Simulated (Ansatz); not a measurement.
Te2Mo:

```
Te Mo
1.0
     6.33000    0.00000    0.00000
     0.00000    3.46900    0.00000
    -0.94679    0.00000   13.82762
Te Mo
8 4
Direct
  0.94370 0.75000 0.60450
  0.05630 0.25000 0.39550
  0.90300 0.25000 0.85140
  0.09700 0.75000 0.14860
  0.41120 0.75000 0.89550
  0.58880 0.25000 0.10450
  0.44320 0.25000 0.64840
  0.55680 0.75000 0.35160
  0.81670 0.75000 0.99260
  0.18330 0.25000 0.00740
  0.68190 0.25000 0.49340
  0.31810 0.75000 0.50660
```

| Property | Result |
| --- | --- |
| Program | Ansatz 0.2.0 |
| Task | relaxation of cell and atoms |
| Functional | r2SCAN |
| Dispersion | D4 |
| Potentials or basis | Ansatz PAW |
| Cutoff | 500 eV (not typed: the program's choice for these potentials) |
| k mesh | 4 × 8 × 2 |
| Occupations | fermi-dirac, width 0.05 eV |
| Spin | no spin polarisation |

At the start: volume 25.30 Å³/atom.

Q: Where does the relaxation end?

A: It ends after 7 steps and the volume is 26.18 Å³/atom (+3.5 %); space group P2_1/m (No. 11, to 0.05 Å).

The path:
```csv
step,energy change (eV),largest force (eV/Å),volume (Å³)
1,0.0000,0.3012,303.64
2,-0.0407,0.0825,313.34
3,-0.0428,0.0482,312.97
4,-0.0447,0.0047,313.65
5,-0.0449,0.0046,314.02
6,-0.0449,0.0013,314.22
7,-0.0473,0.0013,314.22
```

Final structure:
```yaml
crystal:
  lattice:
    - [6.33866, 0.00000, 0.06761]
    - [0.00000, 3.49670, 0.00000]
    - [-0.80039, 0.00000, 14.16810]
  atoms:
    - { symbol: Te, position: [0.93841, 0.75000, 0.60195] }
    - { symbol: Te, position: [0.06159, 0.25000, 0.39805] }
    - { symbol: Te, position: [0.90688, 0.25000, 0.85549] }
    - { symbol: Te, position: [0.09312, 0.75000, 0.14451] }
    - { symbol: Te, position: [0.41650, 0.75000, 0.89821] }
    - { symbol: Te, position: [0.58350, 0.25000, 0.10179] }
    - { symbol: Te, position: [0.43418, 0.25000, 0.64434] }
    - { symbol: Te, position: [0.56582, 0.75000, 0.35566] }
    - { symbol: Mo, position: [0.81902, 0.75000, 0.99304] }
    - { symbol: Mo, position: [0.18098, 0.25000, 0.00696] }
    - { symbol: Mo, position: [0.67960, 0.25000, 0.49343] }
    - { symbol: Mo, position: [0.32040, 0.75000, 0.50657] }
```

Caveat: the plane-wave basis is chosen anew once the cell has moved, so the energies of steps on either side of that aren't comparable; pairwise dispersion overbinds metals, which lowers pressure and volume; the PAW data sets come from PBE, with cores solved anew for the run's functional, which leaves a small shift of forces and pressure.
